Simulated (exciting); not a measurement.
# PtS2 (P-3m1) in exciting: band structure with PW91+TS

Aim: the band structure of PtS2 with PW91+TS.

Program: exciting (release sodium). These are calculated values, not measurements. Logs are shortened: lines on timing, memory, paths and dates and some standing lists are left out, and cuts for length are marked.

## Step 1: The structure

Symmetry: P-3m1, No. 164, trigonal system. The conventional cell has a = 3.543 Å, b = 3.543 Å, c = 5.039 Å, α = 90.00°, β = 90.00°, γ = 120.00°. Pt (site symmetry -3m) is surrounded by 6 S at 2.34 Å. S (site symmetry 3m) has 3 Pt at 2.34 Å as nearest neighbours.

## Step 2: Band structure, PW91+TS, spin-orbit coupling, no magnetisation

input.xml reads:

```xml
<input>
  <title>PtS2</title>
  <structure speciespath="./" tshift="false">
    <crystal scale="6.6956776048">
      <basevect>0.999999999996 0.000000000000 0.000000000000</basevect>
      <basevect>-0.499999999998 0.866025403784 0.000000000000</basevect>
      <basevect>0.000000000000 0.000000000000 1.422104312480</basevect>
    </crystal>
    <species speciesfile="Pt.xml" rmt="2.3">
      <atom coord="0.000000000000 0.000000000000 0.000000000000"/>
    </species>
    <species speciesfile="S.xml" rmt="1.9">
      <atom coord="0.666666666700 0.333333333300 0.773000000000"/>
      <atom coord="0.333333333300 0.666666666700 0.227000000000"/>
    </species>
  </structure>
  <groundstate do="fromscratch" ngridk="5 5 3" rgkmax="6.5" gmaxvr="14" lmaxapw="10" lmaxmat="10" lmaxvr="8" stype="Fermi Dirac" swidth="0.00367493" nempty="60" ValenceRelativity="iora*" epsengy="1e-05" epspot="1e-05" maxscl="60" outputlevel="high">
    <libxc exchange="XC_GGA_X_PW91" correlation="XC_GGA_C_PW91"/>
    <spin spinorb="true"/>
  </groundstate>
  <properties>
    <bandstructure>
      <plot1d>
        <path steps="80">
          <point coord="0 0 0" label="G"/>
          <point coord="0.5 0 0" label="M"/>
          <point coord="0.3333333333 0.3333333333 0" label="K"/>
          <point coord="0 0 0" label="G"/>
          <point coord="0 0 0.5" label="A"/>
          <point coord="0.5 0 0.5" label="L"/>
          <point coord="0.3333333333 0.3333333333 0.5" label="H"/>
          <point coord="0 0 0.5" label="A" breakafter="true"/>
          <point coord="0.5 0 0.5" label="L"/>
          <point coord="0.5 0 0" label="M" breakafter="true"/>
          <point coord="0.3333333333 0.3333333333 0" label="K"/>
          <point coord="0.3333333333 0.3333333333 0.5" label="H"/>
        </path>
      </plot1d>
    </bandstructure>
    <dos nwdos="300" winddos="-0.6 0.5" inttype="tetra" ngrdos="100" nsmdos="2"/>
    <chargedensityplot>
      <plot3d>
        <box grid="18 18 26">
          <origin coord="0 0 0"/>
          <point coord="1 0 0"/>
          <point coord="0 1 0"/>
          <point coord="0 0 1"/>
        </box>
      </plot3d>
    </chargedensityplot>
    <elfplot>
      <plot3d>
        <box grid="18 18 26">
          <origin coord="0 0 0"/>
          <point coord="1 0 0"/>
          <point coord="0 1 0"/>
          <point coord="0 0 1"/>
        </box>
      </plot3d>
    </elfplot>
    <exccplot>
      <plot3d>
        <box grid="18 18 26">
          <origin coord="0 0 0"/>
          <point coord="1 0 0"/>
          <point coord="0 1 0"/>
          <point coord="0 0 1"/>
        </box>
      </plot3d>
    </exccplot>
    <TSvdW/>
  </properties>
</input>
```

Potentials or basis: all-electron LAPW+lo, shipped species files, valence relativity iora*.

Started as:

```sh
> OMP_NUM_THREADS=1 exciting_smp
```

INFO.OUT:

```text
================================================================================
EXCITING SODIUM started
All units are atomic (Hartree, Bohr, etc.)
================================================================================

********************************************************************************
* Ground-state run starting from atomic densities                              *
********************************************************************************

++++++++++++++++++++++++++++++++++++++++++++++++++++++++++++++++++++++++++++++++
+ Starting initialization                                                      +
++++++++++++++++++++++++++++++++++++++++++++++++++++++++++++++++++++++++++++++++

 Lattice vectors (cartesian) :
      6.6956776048      0.0000000000      0.0000000000
     -3.3478388024      5.7986269013      0.0000000000
      0.0000000000      0.0000000000      9.5219519968

 Reciprocal lattice vectors (cartesian) :
      0.9383942415      0.5417821679     -0.0000000000
      0.0000000000      1.0835643359      0.0000000000
      0.0000000000     -0.0000000000      0.6598631572

 Unit cell volume                           :     369.6967971114
 Brillouin zone volume                      :       0.6709558086

 Species :    1 (Pt)
     parameters loaded from                 :    Pt.xml
     name                                   :    platinum
     nuclear charge                         :     -78.00000000
     electronic charge                      :      78.00000000
     atomic mass                            :  355605.43990000
     muffin-tin radius                      :       2.30000000
     # of radial points in muffin-tin       :     450

     atomic positions (lattice) :
       1 :   0.00000000  0.00000000  0.00000000

[... 67 lines left out ...]

********************************************************************************
* Groundstate module started                                                   *
********************************************************************************
 Output level for this task is set to high

++++++++++++++++++++++++++++++++++++++++++++++++++++++++++++++++++++++++++++++++
+ Self-consistent loop started                                                 +
++++++++++++++++++++++++++++++++++++++++++++++++++++++++++++++++++++++++++++++++
 Density and potential initialised from atomic data

++++++++++++++++++++++++++++++++++++++++++++++++++++++++++++++++++++++++++++++++
+ SCF iteration number :    1                                                  +
++++++++++++++++++++++++++++++++++++++++++++++++++++++++++++++++++++++++++++++++
 Total energy                               :    -19206.46064240
 _______________________________________________________________
 Fermi energy                               :         0.30828320
 Kinetic energy                             :     21946.41294795
 Coulomb energy                             :    -40742.58489477
 Exchange energy                            :      -403.74640832
 Correlation energy                         :        -6.54228726
 No external B-field energy in total energy
 Sum of eigenvalues                         :    -11781.31401742
 Effective potential energy                 :    -33727.72696537
 Coulomb potential energy                   :    -33192.06287766
 xc potential energy                        :      -535.66408769
 xc effective B-field energy                :        -0.00000001
[... 976 lines left out ...]
 RMS change in effective potential (target) :  0.180744E-07  ( 0.100000E-04)
 Absolute change in total energy   (target) :  0.791641E-05  ( 0.100000E-04)
 Charge distance                   (target) :  0.182720E-08  ( 0.100000E-04)

++++++++++++++++++++++++++++++++++++++++++++++++++++++++++++++++++++++++++++++++
| Convergency criteria checked for the last 2 iterations                       +
| Convergence targets achieved. Performing final SCF iteration                 +
++++++++++++++++++++++++++++++++++++++++++++++++++++++++++++++++++++++++++++++++
 Total energy                               :    -19247.27896302
 _______________________________________________________________
 Fermi energy                               :         0.27778669
 Kinetic energy                             :     21913.95367727
 Coulomb energy                             :    -40750.45773850
 Exchange energy                            :      -404.22102037
 Correlation energy                         :        -6.55388142
 No external B-field energy in total energy
 Sum of eigenvalues                         :    -11789.51690875
 Effective potential energy                 :    -33703.47058602
 Coulomb potential energy                   :    -33167.15904344
 xc potential energy                        :      -536.31154246
 xc effective B-field energy                :        -0.00000011
 External B-field energy                    :         0.00000000
 Hartree energy                             :      6382.11646570
 Electron-nuclear energy                    :    -45931.39197485
[... 18 lines left out ...]
 Moments :
     interstitial                 :     0.00000000     0.00000000    -0.00000000
     moment in muffin-tin spheres :
         atom     1    Pt         :     0.00000000     0.00000000     0.00000000
         atom     2     S         :    -0.00000000    -0.00000000     0.00000000
         atom     3     S         :    -0.00000000    -0.00000000     0.00000000
     total moment in muffin-tins  :    -0.00000000    -0.00000000     0.00000000
     total moment                 :     0.00000000     0.00000000    -0.00000000

++++++++++++++++++++++++++++++++++++++++++++++++++++++++++++++++++++++++++++++++
+ Self-consistent loop stopped                                                 +
++++++++++++++++++++++++++++++++++++++++++++++++++++++++++++++++++++++++++++++++
 STATE.OUT is written

********************************************************************************
* Groundstate module stopped                                                   *
********************************************************************************

================================================================================
| EXCITING SODIUM stopped                                                      =
================================================================================
```

It took 5.1 min on 1 thread of Intel Xeon Platinum 8488C (Sapphire Rapids), shared host; peak memory 0.21 GiB.

What came out:

```
Band gap along the path                           : 0.99 eV, indirect (least direct gap 1.58 eV)
All electrons inside the program's atomic spheres : Pt 75.89; S 13.57 (radii Pt 2.3, S 1.9 bohr)
Dispersion energy per atom                        : -0.224 eV
```

Levels at the corners of the path, in eV from the valence-band top:
```csv
point,band 38,band 39,band 40,band 41,band 42,band 43,band 44,band 45,band 46,band 47
Γ,-1.25,-1.00,-1.00,-0.10,-0.10,2.32,2.32,2.63,2.63,4.80
M,-3.05,-2.93,-2.93,-2.21,-2.21,1.79,1.79,2.86,2.86,5.52
K,-2.67,-1.56,-1.56,-1.38,-1.38,0.99,1.00,1.17,1.17,5.69
Γ,-1.25,-1.00,-1.00,-0.10,-0.10,2.32,2.32,2.63,2.63,4.80
A,-1.42,-1.20,-1.20,-0.89,-0.89,2.78,2.79,3.09,3.09,5.42
L,-3.07,-2.51,-2.51,-1.32,-1.32,2.07,2.07,2.42,2.42,5.38
H,-3.51,-1.89,-1.89,-1.76,-1.76,2.25,2.25,2.26,2.26,7.23
A,-1.42,-1.20,-1.20,-0.89,-0.89,2.78,2.79,3.09,3.09,5.42
L,-3.07,-2.51,-2.51,-1.32,-1.32,2.07,2.07,2.42,2.42,5.38
M,-3.05,-2.93,-2.93,-2.21,-2.21,1.79,1.79,2.86,2.86,5.52
K,-2.67,-1.56,-1.56,-1.38,-1.38,0.99,1.00,1.17,1.17,5.69
H,-3.51,-1.89,-1.89,-1.76,-1.76,2.25,2.25,2.26,2.26,7.23
```

States per cell in windows of 1 eV (zero at the valence-band top; states under -8 eV left out):
| from (eV) | total |
| --- | --- |
| -8.0 | 1.04 |
| -7.0 | 3.01 |
| -6.0 | 2.21 |
| -5.0 | 3.25 |
| -4.0 | 1.69 |
| -3.0 | 2.36 |
| -2.0 | 2.91 |
| -1.0 | 1.32 |
| 0.0 | 0.08 |
| 1.0 | 1.82 |
| 2.0 | 2.15 |
| 3.0 | 0.01 |
| 4.0 | 0.01 |
| 5.0 | 1.15 |
| 6.0 | 1.29 |
| 7.0 | 1.67 |

Caveat: total energies with spin-orbit coupling aren't reliable in this program, so none is listed and the log's shouldn't be used; the dispersion energy is computed afterwards and isn't part of the total energy.

## Step 3: The reference run

An earlier run on the cell as given: functional PBEsol; potentials or basis all-electron LAPW+lo, shipped species files, valence relativity iora*; rgkmax 7.5; k mesh 9 × 9 × 5; occupations fermi-dirac, width 0.05 eV; no spin polarisation.

- Largest force: 0.996 eV/Å
- Band gap on the k mesh: 0.95 eV, indirect (least direct gap 0.99 eV)
- All electrons inside the program's atomic spheres: Pt 75.90; S 13.55 (radii Pt 2.3, S 1.9 bohr)
